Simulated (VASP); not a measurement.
Write the native input for VASP 6.6.1 that does the following.

- Task: single point
- Functional: PBE
- Potentials or basis: VASP PAW PBE potentials, release 64 (W_sv, C)
- Cutoff: 520 eV
- k mesh: 10 × 10 × 10
- Occupations: fermi-dirac, width 0.05 eV
- Spin: no spin polarisation
- Further INCAR settings: ALGO = Normal; EDIFF = 1e-07; NBANDS = 16

The structure of WC lies in POSCAR:

```
WC
1.0
    0.0000000000      2.3021091000      2.3021091000
    2.3021091000      0.0000000000      2.3021091000
    2.3021091000      2.3021091000      0.0000000000
W C
1 1
Direct
    0.0000000000      0.0000000000      0.0000000000
    0.7500000000      0.7500000000      0.7500000000
```

The cell was built by a generator and needn't be a form met in nature.

These files were run (other wordings do the same):

INCAR

```
ALGO = Normal ; EDIFF = 1E-7
ENCUT = 520 ; GGA = PE
ISIF = 2 ; ISMEAR = -1
LASPH = T ; LCHARG = F
LREAL = F ; LWAVE = F
NBANDS = 16 ; NELM = 80
PREC = Accurate ; SIGMA = 0.05
```

KPOINTS

```
k-points
0
Gamma
  10 10 10
```

Potentials or basis: VASP PAW PBE potentials, release 64 (W_sv, C).

Command:

```sh
$ cat potpaw_PBE.64/W_sv/POTCAR potpaw_PBE.64/C/POTCAR > POTCAR
$ mpirun -np 1 vasp_std > vasp.out
```

It gave:

```
Pressure               : 18.9 GPa
Band gap on the k mesh : none (metal or under the smearing width)
```

Caveat: so large a pressure means that the cell lies far from this level's equilibrium, or that cutoff or potentials fall short.

Wall time 12 s on 1 thread of AMD EPYC 9R45 (Zen 5) (shared host), peak memory 0.11 GiB.
